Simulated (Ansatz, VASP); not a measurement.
# Na in VASP and in Ansatz

INCAR

```
SYSTEM = Na
  PREC = Accurate
  ENCUT = 520
  EDIFF = 1E-6
  ISMEAR = -1
  SIGMA = 0.05
  LREAL = .False.
  LASPH = .True.
  NELM = 100
  ALGO = Fast
  ISIF = 2
  LWAVE = .False.
  LCHARG = .True.
  GGA = PE
  LELF = .True.
  LVHAR = .True.
  NBANDS = 14
```

Contents of KPOINTS:

```
regular mesh
0
Gamma
  5 5 3
  0 0 0
```

The input POSCAR:

```
Na
1.0
    3.6887707041      0.0000000000      0.0000000000
   -1.8443853520      3.1945691385      0.0000000000
    0.0000000000      0.0000000000      6.2691940000
Na
2
Direct
    0.3333333333      0.6666666667      0.2500000000
    0.6666666667      0.3333333333      0.7500000000
```

Input for Ansatz:

```yaml
crystal:
  lattice:
    - [3.6887707041, 0.0, 0.0]
    - [-1.844385352, 3.1945691385, 0.0]
    - [0.0, 0.0, 6.269194]
  atoms:
    - { symbol: Na, position: [0.3333333333, 0.6666666667, 0.25] }
    - { symbol: Na, position: [0.6666666667, 0.3333333333, 0.75] }
kpoints:
  mp_grid: { grid: [5, 5, 3] }
scf:
  occupations: { method: fermi_dirac, width: 0.05 }
hamiltonian:
  xc: pbe
  pseudopotentials: { kind: all_electron, lapw: { basis_error: 0.0005 } }
output:
  forces: true
  stress: true
  eigenvalues: true
```

Alike in both runs: task single point; functional PBE; k mesh 5 × 5 × 3; occupations fermi-dirac, width 0.05 eV; no spin polarisation.

```csv
,VASP,Ansatz
version,VASP 6.6.1,Ansatz 0.2.0
potentials or method,"VASP PAW PBE potentials, release 64 (Na_pv)","all-electron LAPW, scalar-relativistic"
plane-wave cutoff (eV),520,see its input
```

Ansatz gave:

* pressure (GPa): 0.0
* largest component of the traceless stress (GPa): 0.54

Q: Estimate VASP's values.

A: Pressure (GPa): -0.1; largest component of the traceless stress (GPa): 0.55.

Ansatz ran all-electron here, so the differences hold the error of VASP's frozen core and of both bases.

Caveats: the k mesh is coarse (spacing up to 0.39 Å⁻¹), so the values aren't converged.
